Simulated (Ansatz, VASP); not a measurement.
## HfO2: VASP beside Ansatz

INCAR

```
SYSTEM = HfO2
ALGO = Normal ; EDIFF = 1E-6
ENCUT = 520 ; GGA = PE
ISIF = 2 ; ISMEAR = -1
LASPH = .TRUE. ; LCHARG = .FALSE.
LREAL = .FALSE. ; LWAVE = .FALSE.
NBANDS = 18 ; NELM = 60
PREC = Accurate ; SIGMA = 0.01
```

The input KPOINTS:

```
k-points
0
G
  9 9 9
  0 0 0
```

Contents of POSCAR:

```
HfO2
1.0
    0.0000000000      2.5744375797      2.5744375797
    2.5744375797      0.0000000000      2.5744375797
    2.5744375797      2.5744375797      0.0000000000
Hf O
1 2
Direct
    0.0000000000      0.0000000000      0.0000000000
    0.2500000000      0.2500000000      0.2500000000
    0.7500000000      0.7500000000      0.7500000000
```

Input for Ansatz:

```yaml
crystal:
  lattice:
    - [0.0, 2.5744375797, 2.5744375797]
    - [2.5744375797, 0.0, 2.5744375797]
    - [2.5744375797, 2.5744375797, 0.0]
  atoms:
    - { symbol: Hf, position: [0.0, 0.0, 0.0] }
    - { symbol: O, position: [0.25, 0.25, 0.25] }
    - { symbol: O, position: [0.75, 0.75, 0.75] }
kpoints:
  mp_grid: { grid: [9, 9, 9] }
  band_path:
    path:
      - [0.0, 0.0, 0.0]
      - [0.5, 0.0, 0.5]
      - [0.625, 0.25, 0.625]
      - [0.375, 0.375, 0.75]
      - [0.0, 0.0, 0.0]
      - [0.5, 0.5, 0.5]
      - [0.5, 0.25, 0.75]
      - [0.5, 0.0, 0.5]
    npoints: 5
scf:
  occupations: { method: fermi_dirac, width: 0.01 }
hamiltonian:
  xc: pbe
  pseudopotentials: { kind: all_electron, lapw: { basis_error: 0.001 } }
output:
  forces: true
  stress: true
  eigenvalues: true
```

Change from the starting cell: volume scaled by 1.02.

Alike in both runs: task single point; functional PBE; k mesh 9 × 9 × 9; occupations fermi-dirac, width 0.01 eV; no spin polarisation.

|  | VASP | Ansatz |
| --- | --- | --- |
| version | VASP 6.6.1 | Ansatz 0.2.0 |
| potentials or method | VASP PAW PBE potentials, release 64 (Hf_pv, O) | all-electron LAPW, scalar-relativistic |
| plane-wave cutoff (eV) | 520 | see its input |

|  | VASP | Ansatz | Ansatz less VASP |
| --- | --- | --- | --- |
| gap on the k mesh at the Fermi level (eV) | 3.78 | 3.77 | -0.010 |
| pressure (GPa) | -10.3 | -6.9 | +3.36 |

Ansatz ran all-electron here, so the differences hold the error of VASP's frozen core and of both bases.

Caveats: spin-orbit coupling is left out, which moves the levels of the heavy elements; an odd mesh through Γ misses points on the zone boundary, where band edges often lie.
